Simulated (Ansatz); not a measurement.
**ZnSe (Stilleite) under changes of volume**

One of the cells (22.757 Å³/atom); the others are scaled copies at fixed shape and fractional positions:

```xyz
2
Lattice="0.0000 2.8338 2.8338 2.8338 0.0000 2.8338 2.8338 2.8338 0.0000" Properties=species:S:1:pos:R:3 pbc="T T T"
Se    4.2507    4.2507    4.2507
Zn    0.0000    0.0000    0.0000
```

```yaml
Program: Ansatz 0.2.0
Functional: PBEsol
Potentials_or_basis: all-electron LAPW, scalar-relativistic
Cutoff: 311 eV (chosen from the basis error)
Basis_error_allowed: 0.001 eV/atom
k_mesh: 8 × 8 × 8
Occupations: fermi-dirac, width 0.05 eV
Spin: no spin polarisation
```

```csv
volume (Å³/atom),energy over the lowest point (meV/atom),pressure (GPa),gap on the mesh (eV)
21.391,9.09,3.2,1.42
21.846,2.41,1.6,1.33
22.301,0.00,0.2,1.25
22.757,?,?,?
23.212,6.23,-2.2,1.09
23.667,14.10,-3.3,1.02
24.122,24.68,-4.2,0.95
```

Question: What does the run at 22.757 Å³/atom give?

Answer: Energy over the lowest point 1.41 meV/atom; pressure -1.1 GPa; gap on the mesh 1.17 eV.

Worked out: A Birch-Murnaghan fit of order 3 (a polynomial in V^(-2/3)) to the other rows has its minimum at 22.35 Å³/atom with B0 = V·E''(V) = 65 GPa and B' = 4.5. It gives 1.41 meV/atom at 22.757 Å³/atom, against the run's 1.41, and -dE/dV = -1.1 GPa, against -1.1. A straight line through the other rows of the gap, of slope -3.91 eV per unit of ln V (its deformation potential), gives 1.17 eV, against the run's 1.17.

Energies are extrapolated to zero smearing.

Spin-orbit coupling on Se is left out.
